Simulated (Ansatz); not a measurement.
Input of an Ansatz 0.2.0 run:

File input.yaml:

```yaml
crystal:
  lattice:
    - [2.71648, -0.0543296, 0.0]
    - [-0.0543296, 2.71648, 0.0]
    - [0.0, 0.0, 2.71648]
  atoms:
    - { symbol: Ga, position: [0.0, 0.0, 0.0] }
hamiltonian:
  xc: pbe
  pseudopotentials: { kind: paw }
kpoints:
  mp_grid: { grid: [10, 10, 10] }
scf:
  occupations: { method: fermi_dirac, width: 0.05 }
output:
  forces: true
  stress: true
  eigenvalues: true
  write_density: true
  write_potential: true
  elf: true
  volumetric_format: npy
```

Potentials or basis: Ansatz PAW.

The run is started by

```bash
$ ansatz run input.yaml --threads 2 --pin off --max-ram 5632MiB --backend cpu --events-out ev --progress --plain --runs-dir out
```

**Question.** Predict the pressure.

**Answer.** 0.3 GPa.

**Question.** Predict the band gap on the k mesh.

**Answer.** None (metal or under the smearing width).

Stress tensor (GPa, compression positive):
```
 0.10 -0.88  0.00
-0.88  0.10  0.00
 0.00  0.00  0.67
```
